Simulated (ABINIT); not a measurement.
The system is Sn.

```xyz
1
Lattice="-1.6664 1.7078 2.1828 1.7939 -1.8589 2.3917 1.6937 1.8854 -2.2976" Properties=species:S:1:pos:R:3 pbc="T T T"
Sn    0.0000    0.0000    0.0000
```

This isn't the form of Sn at room conditions, which is tetragonal (white tin).

```yaml
Program: ABINIT 10.8.3 (patched build)
Task: relaxation of cell and atoms
Functional: LDA
Potentials_or_basis: JTH PAW LDA v2.0 sp
Cutoff: 408 eV
k_mesh: 8 × 7 × 8
Occupations: fermi-dirac, width 0.05 eV
Spin: no spin polarisation
```

At the start: pressure -4.7 GPa; volume 28.61 Å³/atom.

**Question.** Where does the relaxation end?

**Answer.** Over 25 steps the energy falls by 86.5 meV/atom and the volume is 25.69 Å³/atom (-10.2 %); space group P-1 (No. 2, to 0.05 Å).

The path:
```csv
step,energy change (eV),largest force (eV/Å),pressure (GPa),volume (Å³)
1,0.0000,0.0000,-4.68,28.61
2,-0.0150,0.0000,-4.18,28.20
3,-0.0298,0.0000,6.90,23.54
4,-0.0741,0.0000,-0.87,26.12
5,-0.0797,0.0000,0.25,25.61
6,-0.0810,0.0000,0.50,25.50
7,-0.0823,0.0000,0.45,25.51
8,-0.0832,0.0000,0.14,25.64
9,-0.0835,0.0000,-0.14,25.77
10,-0.0837,0.0000,-0.24,25.81
11,-0.0840,0.0000,-0.34,25.85
12,-0.0843,0.0000,-0.26,25.82
13,-0.0845,0.0000,-0.09,25.74
14,-0.0849,0.0000,0.24,25.61
15,-0.0851,0.0000,0.43,25.53
16,-0.0815,0.0000,1.45,25.13
17,-0.0858,0.0000,0.46,25.51
18,-0.0860,0.0000,0.42,25.53
19,-0.0863,0.0000,0.14,25.64
20,-0.0864,0.0000,0.03,25.68
21,-0.0865,0.0000,-0.05,25.71
22,-0.0865,0.0000,-0.06,25.71
23,-0.0865,0.0000,-0.05,25.71
24,-0.0865,0.0000,-0.02,25.69
25,-0.0865,0.0000,0.00,25.69
```

Final structure:
```
Sn
1.0
    -1.63486    1.72315    2.16945
     1.64451   -1.66295    2.12254
     1.76621    1.79202   -2.11730
Sn
1
Direct
  0.00000 0.00000 0.00000
```

Caveat: this set keeps more shells in the core, which shifts pressures and gaps.
